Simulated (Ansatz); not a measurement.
Pt:

```
Pt
1.0
    -1.58422    1.58422    1.58422
     1.58422   -1.58422    1.58422
     1.58422    1.58422   -1.58422
Pt
1
Direct
  0.00000 0.00000 0.00000
```

This isn't the form of Pt at room conditions, which is fcc.

| Quantity | Value |
| --- | --- |
| Program | Ansatz 0.2.0 |
| Task | relaxation of cell and atoms |
| Functional | revPBE |
| Dispersion | D4 |
| Potentials or basis | Ansatz PAW |
| Cutoff | 420 eV (not typed: the program's choice for these potentials) |
| k mesh | 12 × 12 × 12 |
| Occupations | fermi-dirac, width 0.05 eV |
| Spin | no spin polarisation |

At the start: volume 15.90 Å³/atom.

Task: Where does the relaxation end?

Result: It ends after 4 steps and the volume is 15.25 Å³/atom (-4.1 %); space group Im-3m (No. 229, to 0.05 Å).

The path:
```
step  energy change (eV)  largest force (eV/Å)  volume (Å³)
   1              0.0000                0.0000        15.90
   2             -0.0210                0.0000        15.36
   3             -0.0217                0.0000        15.25
   4             -0.0213                0.0000        15.25
```

Final structure:
```xyz
1
Lattice="-1.5622 1.5622 1.5622 1.5622 -1.5622 1.5622 1.5622 1.5622 -1.5622" Properties=species:S:1:pos:R:3 pbc="T T T"
Pt    0.0000    0.0000    0.0000
```

Caveat: the plane-wave basis is chosen anew once the cell has moved, so the energies of steps on either side of that aren't comparable; pairwise dispersion overbinds metals, which lowers pressure and volume; the PAW data sets come from PBE, with cores solved anew for the run's functional, which leaves a small shift of forces and pressure.
